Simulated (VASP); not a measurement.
# A VASP 6.6.1 single-point calculation on ZnS

INCAR

```
IBRION = -1
ISMEAR = -1
PREC = Single
ENCUT = 520
ISIF = 2
GGA = PE
LREAL = .FALSE.
EDIFF = 1E-7
NELM = 54
LASPH = .TRUE.
SIGMA = 0.02
NBANDS = 16
LWAVE = .FALSE.
LCHARG = .FALSE.
NSW = 0
```

KPOINTS

```
KPOINTS created by Atomic Simulation Environment
0
Gamma
8 8 8
0 0 0
```

POSCAR

```
Zn S
 1.0000000000000000
     0.0000000000000000    2.6940858314999998    2.6132632565999998
     2.6940858314999998    0.0000000000000000    2.6132632565999998
     2.6940858314999998    2.6940858314999998    0.0000000000000000
 Zn  S
   1   1
Cartesian
  0.0000000000000000  0.0000000000000000  0.0000000000000000
  1.3470429157499997  1.3470429157499997  1.3066316282999997
```

The recommended PBE PAW datasets give the neutral cell 18 valence electrons.

Command

```
mpirun -np 1 vasp_std
```

Task: Predict the outcome of this run.

Result: It converged. Results: gap between bands v and c on the k mesh 2.22 eV; least direct gap on the k mesh 2.22 eV; pressure 5.1 GPa. Band v is the last that the valence electrons fill when counted band by band, and c is the next.

OSZICAR

```
N       E                     dE             d eps       ncg     rms          rms(c)
DAV:   1     0.896538177308E+02    0.89654E+02   -0.89229E+03  1896   0.136E+03
DAV:   2    -0.140537153232E+01   -0.91059E+02   -0.85048E+02  2192   0.263E+02
DAV:   3    -0.718421086770E+01   -0.57788E+01   -0.57567E+01  2352   0.650E+01
DAV:   4    -0.724272097170E+01   -0.58510E-01   -0.58500E-01  2336   0.674E+00
DAV:   5    -0.724339274073E+01   -0.67177E-03   -0.67176E-03  2400   0.692E-01    0.741E+00
DAV:   6    -0.683577495678E+01    0.40762E+00   -0.73965E-01  2808   0.307E+01    0.574E+00
DAV:   7    -0.681386897147E+01    0.21906E-01   -0.26430E-01  2288   0.474E+00    0.287E+00
DAV:   8    -0.681312362185E+01    0.74535E-03   -0.55422E-03  2520   0.102E+00    0.758E-01
DAV:   9    -0.681330534644E+01   -0.18172E-03   -0.13540E-03  2312   0.288E-01    0.926E-02
DAV:  10    -0.681345751552E+01   -0.15217E-03   -0.19962E-04  2336   0.103E-01    0.315E-02
DAV:  11    -0.681345857058E+01   -0.10551E-05   -0.29550E-05  2280   0.411E-02    0.770E-03
DAV:  12    -0.681345921705E+01   -0.64647E-06   -0.36294E-06  2432   0.123E-02    0.219E-03
DAV:  13    -0.681345937865E+01   -0.16159E-06   -0.31922E-07  2408   0.488E-03    0.232E-03
DAV:  14    -0.681345932222E+01    0.56430E-07   -0.34297E-08  1840   0.150E-03
   1 F= -.68134593E+01 E0= -.68134593E+01  d E =-.970101E-12
```

For comparison, a separate PBE run of the intended cell, on usual settings and not on those above, gives a gap of 2.22 eV on its mesh and a pressure of 5.0 GPa.
